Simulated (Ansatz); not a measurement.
Crystal: La2O3.

```
CELL_PARAMETERS angstrom
3.93078 0.00000 0.00000
-1.96539 3.40415 0.00000
0.00000 0.00000 6.11195
ATOMIC_POSITIONS crystal
La 0.33333 0.66667 0.24624
La 0.66667 0.33333 0.75376
O 0.00000 0.00000 0.00000
O 0.33333 0.66667 0.64589
O 0.66667 0.33333 0.35411
```

The cell is a database's computed one.

Base run:

```yaml
Program: Ansatz 0.2.0
Functional: HSE06
Potentials_or_basis: Ansatz PAW
Cutoff: "420 eV (not typed: the program's choice for these potentials)"
k_mesh: 6 × 6 × 4
Occupations: fermi-dirac, width 0.05 eV
Spin: no spin polarisation
```

Its results: band gap on the k mesh 5.29 eV, indirect (least direct gap 5.41 eV); pressure -0.6 GPa; largest force 0.143 eV/Å.

Problem. The run is repeated on the same cell with these changes: functional from HSE06 to PBE0. What comes out?

Solution. Band gap on the k mesh 6.03 eV, indirect (least direct gap 6.16 eV); pressure -0.5 GPa; largest force 0.128 eV/Å.

Caveats: the magnetic or orbital state may not be the lowest; spin-orbit coupling is left out, which moves the levels of the heavy elements; the PAW data sets come from PBE, with cores solved anew for the run's functional, which leaves a small shift of forces and pressure; the thresholds are loose for stress.
